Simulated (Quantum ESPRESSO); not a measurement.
# Pr: equation of state with rev-vdW-DF2

The system is Pr.

```
Pr
1.0
    -2.09737    2.09737    2.09737
     2.09737   -2.09737    2.09737
     2.09737    2.09737   -2.09737
Pr
1
Direct
  0.00000 0.00000 0.00000
```

This isn't the form of Pr at room conditions, which is double hcp.

```yaml
Program: Quantum ESPRESSO 7.5
Task: equation of state
Functional: rev-vdW-DF2
Potentials_or_basis: SSSP 1.3 efficiency PBE
Cutoff: 748 eV
Density_cutoff: 5987 eV
k_mesh: 9 × 9 × 9
Occupations: fermi-dirac, width 0.05 eV
Spin: collinear spin, ferromagnetic start
Starting_moments: "[2.0] μB"
Mixing_beta: 0.3
Most_SCF_iterations: 120
SCF_threshold: 2e-10 Ry
```

```json
{"Equilibrium volume": "outside the volumes run"}
```

Energy against volume, from the lowest point:
```tsv
volume (Å³/atom)	energy (meV/atom)
34.691	0.00
35.429	20.68
36.167	42.42
36.905	65.12
37.643	88.67
38.381	113.01
39.119	138.05
```

All runs of the series together: 21 min on 1 thread of Arm Neoverse V1 (shared host).

Caveat: the potentials were made for another functional, which shifts forces and pressure; the magnetic or orbital state may not be the lowest. The state reached can hang on the start; a lower one may exist.
